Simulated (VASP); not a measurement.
# MgO (Periclase) (Fm-3m) in VASP: further runs

The runs below take MgO (Periclase) through relaxation of cell and atoms, with PBEsol, r2SCAN.

All numbers are computed with VASP 6.6.1; they aren't measurements. Logs are shortened: lines on timing, memory, paths and dates and some standing lists are left out, and cuts for length are marked.

### 1 Starting point

Symmetry: Fm-3m, No. 225, cubic system. The conventional cell has a = 4.203 Å, b = 4.203 Å, c = 4.203 Å, α = 90.00°, β = 90.00°, γ = 90.00°. Around Mg (site symmetry m-3m) lie 6 O at 2.10 Å. Around O (site symmetry m-3m) lie 6 Mg at 2.10 Å.

### 2 Relaxation of cell and atoms, PBEsol, target pressure 0.61 GPa, at which the enthalpy is minimised

Contents of INCAR:

```
ALGO = Normal
EDIFF = 1E-7
EDIFFG = -0.005
ENCUT = 600
GGA = PS
IBRION = 2
ISIF = 3
ISMEAR = 0
LASPH = True
LCHARG = False
LREAL = False
LWAVE = False
NELM = 80
NSW = 90
PREC = Accurate
PSTRESS = 6.1
SIGMA = 0.03
```

Contents of KPOINTS:

```
k-points
0
Gamma
  12 12 12
```

Contents of POSCAR:

```
MgO                                     
1.0
    0.0000000000      2.1012788792      2.1012788792
    2.1012788792     -0.0000000000      2.1012788792
    2.1012788792      2.1012788792      0.0000000000
  Mg              O             
     1     1
Direct
     0.0000000000000000    0.0000000000000000    0.0000000000000000
     0.5000000000000000    0.5000000000000000    0.5000000000000000
```

Potentials or basis: VASP PAW PBE potentials, release 64 (Mg, O).

Command:

```sh
$ cat potpaw_PBE.64/Mg/POTCAR potpaw_PBE.64/O/POTCAR > POTCAR
$ mpirun -np 1 vasp_std > vasp.out
```

OUTCAR:

```text
EDIFF = 1E-7
   EDIFFG = -0.005
   ENCUT = 600
   GGA = PS
   IBRION = 2
   ISIF = 3
   ISMEAR = 0
   LASPH = True
   LREAL = False
   NELM = 80
   NSW = 90
   PREC = Accurate
   PSTRESS = 6.1

 ion  position               nearest neighbor table
   1  0.000  0.000  0.000-   2 2.10   2 2.10   2 2.10   2 2.10   2 2.10   2 2.10
   2  0.500  0.500  0.500-   1 2.10   1 2.10   1 2.10   1 2.10   1 2.10   1 2.10

  LATTYP: Found a face centered cubic cell.
 ALAT       =     4.2025577584

  Lattice vectors:

 A1 = (   0.0000000000,   2.1012788792,   2.1012788792)
 A2 = (   2.1012788792,   0.0000000000,   2.1012788792)
 A3 = (   2.1012788792,   2.1012788792,   0.0000000000)

Analysis of symmetry for initial positions (statically):
=====================================================================
 Subroutine PRICEL returns:
 Original cell was already a primitive cell.

 Routine SETGRP: Setting up the symmetry group for a
 face centered cubic supercell.

 Subroutine GETGRP returns: Found 48 space group operations
 (whereof 48 operations were pure point group operations)
 out of a pool of 48 trial point group operations.

The static configuration has the point symmetry O_h .

Analysis of symmetry for dynamics (positions and initial velocities):
=====================================================================
 Subroutine PRICEL returns:
 Original cell was already a primitive cell.

 Routine SETGRP: Setting up the symmetry group for a
 face centered cubic supercell.

 Subroutine GETGRP returns: Found 48 space group operations
 (whereof 48 operations were pure point group operations)
 out of a pool of 48 trial point group operations.

The dynamic configuration has the point symmetry O_h .

 Subroutine INISYM returns: Found 48 space group operations
 (whereof 48 operations are pure point group operations),
 and found     1 'primitive' translations

----------------------------------------------------------------------------------------

                                     Primitive cell

  volume of cell :      18.5559

  direct lattice vectors                    reciprocal lattice vectors
     0.000000000  2.101278879  2.101278879    -0.237950329  0.237950329  0.237950329
     2.101278879  0.000000000  2.101278879     0.237950329 -0.237950329  0.237950329
     2.101278879  2.101278879  0.000000000     0.237950329  0.237950329 -0.237950329

  length of vectors
     2.971657089  2.971657089  2.971657089     0.412142059  0.412142059  0.412142059

  position of ions in fractional coordinates (direct lattice)
     0.000000000  0.000000000  0.000000000
     0.500000000  0.500000000  0.500000000

  ion indices of the primitive-cell ions
   primitive index   ion index
                 1           1
                 2           2

----------------------------------------------------------------------------------------

 KPOINTS: k-points

Automatic generation of k-mesh.
 Grid dimensions read from file:
 generate k-points for:   12   12   12

 Generating k-lattice:

  Cartesian coordinates                     Fractional coordinates (reciprocal lattice)
    -0.019829194  0.019829194  0.019829194     0.083333333  0.000000000  0.000000000
     0.019829194 -0.019829194  0.019829194     0.000000000  0.083333333  0.000000000
     0.019829194  0.019829194 -0.019829194     0.000000000  0.000000000  0.083333333

  Length of vectors
     0.034345172  0.034345172  0.034345172

  Shift w.r.t. Gamma in fractional coordinates (k-lattice)
     0.000000000  0.000000000  0.000000000

 Subroutine IBZKPT returns following result:
 ===========================================

 Found     72 irreducible k-points:

 Following reciprocal coordinates:
            Coordinates               Weight
  0.000000  0.000000  0.000000      1.000000
  0.083333  0.000000  0.000000      8.000000
  0.166667  0.000000  0.000000      8.000000
  0.250000  0.000000  0.000000      8.000000
  0.333333  0.000000  0.000000      8.000000
  0.416667  0.000000  0.000000      8.000000
[... 16 lines left out ...]
  0.500000  0.166667  0.000000     24.000000
 -0.416667  0.166667  0.000000     24.000000
 [... further k-points ...]
   k-points           NKPTS =     72   k-points in BZ     NKDIM =     72   number of bands    NBANDS=      8
   number of dos      NEDOS =    301   number of ions     NIONS =      2
   total plane-waves  NPLWV =  13824
   dimension x,y,z NGX =    24 NGY =   24 NGZ =   24
   dimension x,y,z NGXF=    48 NGYF=   48 NGZF=   48
   ions per type =               1   1
   NGX,Y,Z   is equivalent  to a cutoff of  13.43, 13.43, 13.43 a.u.
   NGXF,Y,Z  is equivalent  to a cutoff of  26.85, 26.85, 26.85 a.u.
 SYSTEM =  unknown system
   PREC   = accura    normal or accurate (medium, high low for compatibility)
   ISTART =      0    job   : 0-new  1-cont  2-samecut
   ICHARG =      2    charge: 1-file 2-atom 10-const
   ISPIN  =      1    spin polarized calculation?
   LNONCOLLINEAR =      F non collinear calculations
   LSORBIT =      F    spin-orbit coupling
   LASPH  =      T    aspherical Exc in radial PAW
   ENCUT  =  600.0 eV  44.10 Ry    6.64 a.u.   5.94  5.94  5.94*2*pi/ulx,y,z
   NELM   =     80;   NELMIN=  2; NELMDL= -5     # of ELM steps
   EDIFF  = 0.1E-06   stopping-criterion for ELM
   LREAL  =      F    real-space projection
   EDIFFG = -.5E-02   stopping-criterion for IOM
   NSW    =     90    number of steps for IOM
   IBRION =      2    ionic relax: 0-MD 1-quasi-New 2-CG
   NFREE  =      1    steps in history (QN), initial steepest desc. (CG)
   ISIF   =      3    stress and relaxation
   ISYM   =      2    0-nonsym 1-usesym 2-fastsym
   POTIM  = 0.5000    time-step for ionic-motion
   TEBEG  =    0.0;   TEEND  =   0.0 temperature during run
   PSTRESS=    6.1 pullay stress
   NELECT =       8.0000    total number of electrons
   NUPDOWN=      -1.0000    fix difference up-down
   EMIN   =  10.00;   EMAX   =-10.00  energy-range for DOS
   EFERMI =   0.00;   METHOD = LEGACY
   ISMEAR =     0;   SIGMA  =   0.03  broadening in eV -4-tet -1-fermi 0-gaus
   EFERMI_NEDOS =   21; number of points for ismear=-14 and -15
   IALGO  =     38    algorithm
   IMIX   =      4    mixing-type and parameters
     AMIX     =   0.40;   BMIX     =  1.00
     AMIX_MAG =   1.60;   BMIX_MAG =  1.00
  volume/ion in A,a.u.               =       9.28        62.61
  Fermi-wavevector in a.u.,A,eV,Ry     =   1.236738  2.337096 20.810404  1.529522
  Thomas-Fermi vector in A             =   2.371334
   LORBIT       =      0    0 simple, 1 ext, 2 COOP (PROOUT), +10 PAW based schemes
   GGA     = PS    functional components
   LHFCALC =     F    Hartree Fock is set to
   AEXX    =    0.0000 exact exchange contribution
   IVDW    =     0    specifies the selected vdW correction
   LEPSILON=     F    determine dielectric tensor
   LRPA    =     F    only Hartree local field effects (RPA)
 conjugate gradient relaxation of ions
 non-spin polarized calculation
 Gauss-broadening in eV      SIGMA  =   0.03
  energy-cutoff  :      600.00
  volume of cell :       18.56
 maximum number of plane-waves:       636
   NGX = 11   NGY = 11   NGZ = 11

 number of electron       8.0000004 magnetization

 Free energy of the ion-electron system (eV)
  ---------------------------------------------------
  ext. energy  EPLUGINS =         0.00000000
  ---------------------------------------------------
  free energy    TOTEN  =       -12.51511182 eV

  energy without entropy =      -12.51511182  energy(sigma->0) =      -12.51511182

 E-fermi :   3.3219     XC(G=0): -11.3428

 val. band max:        3.1163942146   @ k =   0.0000   0.0000   0.0000
 cond. band min:       7.8178352757   @ k =   0.0000   0.0000   0.0000
 fundamental gap:      4.7014410611
 Fermi energy:         3.3218838818

 k-point     1 :       0.0000    0.0000    0.0000
  band No.  band energies     occupation
      1     -14.1239      2.00000
      2       3.1164      2.00000
      3       3.1164      2.00000
      4       3.1164      2.00000
      5       7.8178      0.00000
      6      18.7883      0.00000
      7      18.7883      0.00000
      8      18.7883      0.00000

 k-point     2 :       0.0833    0.0000    0.0000
  band No.  band energies     occupation
      1     -14.0478      2.00000
      2       2.6359      2.00000
      3       3.0675      2.00000
      4       3.0675      2.00000
      5       8.2775      0.00000
      6      17.8169      0.00000
      7      18.9615      0.00000
      8      18.9615      0.00000

 k-point     3 :       0.1667    0.0000    0.0000
  band No.  band energies     occupation
      1     -13.8323      2.00000
      2       1.5788      2.00000
      3       2.9371      2.00000
      4       2.9371      2.00000
      5       9.2448      0.00000
      6      16.4456      0.00000
      7      19.3732      0.00000
      8      19.3732      0.00000

 k-point     4 :       0.2500    0.0000    0.0000
  band No.  band energies     occupation
      1     -13.5174      2.00000
      2       0.4078      2.00000
      3       2.7663      2.00000
      4       2.7663      2.00000
      5      10.1675      0.00000
      6      15.5733      0.00000
      7      19.6749      0.00000
      8      19.6749      0.00000

 k-point     5 :       0.3333    0.0000    0.0000
  band No.  band energies     occupation
      1     -13.1735      2.00000
      2      -0.6240      2.00000
      3       2.6027      2.00000
      4       2.6027      2.00000
      5      10.7135      0.00000
      6      15.3611      0.00000
      7      19.6189      0.00000
      8      19.6189      0.00000
[... 177 lines left out ...]
 k-point    22 :       0.4167    0.1667    0.0000
  band No.  band energies     occupation
      1     -12.9299      2.00000
      2      -0.7185      2.00000
      3       1.9050      2.00000
      4       2.2800      2.00000
      5      11.8562      0.00000
      6      14.7661      0.00000
      7      17.6858      0.00000
      8      20.1811      0.00000

 k-point    23 :       0.5000    0.1667    0.0000
  band No.  band energies     occupation
      1     -12.7341      2.00000
      2      -1.1375      2.00000
      3       1.6390      2.00000
      4       2.2553      2.00000
      5      12.0150      0.00000
      6      15.2659      0.00000
      7      17.3133      0.00000
      8      20.0495      0.00000

 k-point    24 :      -0.4167    0.1667    0.0000
  band No.  band energies     occupation
      1     -12.7037      2.00000
      2      -1.1842      2.00000
      3       1.4978      2.00000
      4       2.3149      2.00000
      5      12.0727      0.00000
      6      15.4284      0.00000
      7      17.2634      0.00000
      8      20.0095      0.00000

 [... further k-points ...]

------------------------ aborting loop because EDIFF is reached ----------------------------------------

  FORCE on cell =-STRESS in cart. coord.  units (eV):
  Direction    XX          YY          ZZ          XY          YZ          ZX
  --------------------------------------------------------------------------------------
  -------------------------------------------------------------------------------------
  Total        0.0717373      0.0717373      0.0717373     -0.0000000      0.0000000     -0.0000000
  in kB        6.1940457      6.1940457      6.1940457     -0.0000000      0.0000000     -0.0000000
  external PRESSURE =       0.0940457 kB  Pullay stress =       6.1000000 kB

 VOLUME and BASIS-vectors are now :
 -----------------------------------------------------------------------------
  energy-cutoff  :      600.00
  volume of cell :       18.56
      direct lattice vectors                 reciprocal lattice vectors
     0.000000000  2.101278879  2.101278879    -0.237950329  0.237950329  0.237950329
     2.101278879  0.000000000  2.101278879     0.237950329 -0.237950329  0.237950329
     2.101278879  2.101278879  0.000000000     0.237950329  0.237950329 -0.237950329

 POSITION                                       TOTAL-FORCE (eV/Angst)
 -----------------------------------------------------------------------------------
      0.00000      0.00000      0.00000         0.000000      0.000000     -0.000000
      2.10128      2.10128      2.10128        -0.000000     -0.000000      0.000000
 -----------------------------------------------------------------------------------
    total drift:                               -0.000000     -0.000000      0.000000

  FREE ENERGIE OF THE ION-ELECTRON SYSTEM (eV)
  ---------------------------------------------------
  free  energy   TOTEN  =       -12.5151118223 eV

  energy  without entropy=      -12.5151118223  energy(sigma->0) =      -12.51511182

  enthalpy is  TOTEN    =       -12.4444637471 eV   P V=        0.0706480752

 reached required accuracy - stopping structural energy minimisation
```

Run time: 5.9 s. Hardware: 1 thread of Intel Xeon Platinum 8488C (Sapphire Rapids), shared host; peak memory 0.15 GiB.

What came out:

```yaml
Free_energy: -12.5151 eV
Pressure_after_relaxing: 0.6 GPa
Band_gap_on_the_k_mesh: 4.70 eV, direct
```

Final structure:
```
Mg O
1.0
     0.00000    2.10128    2.10128
     2.10128    0.00000    2.10128
     2.10128    2.10128    0.00000
Mg O
1 1
Direct
  0.00000 0.00000 0.00000
  0.50000 0.50000 0.50000
```

Caveat: the relaxation stopped at its first step, so nothing moved; the cell is relaxed towards a set pressure, so the enthalpy falls and the energy may rise; the PAW data sets were made with another functional, which shifts forces and pressure a little. A k mesh can miss the band edges.

(Part 1 of 2 ends here.)
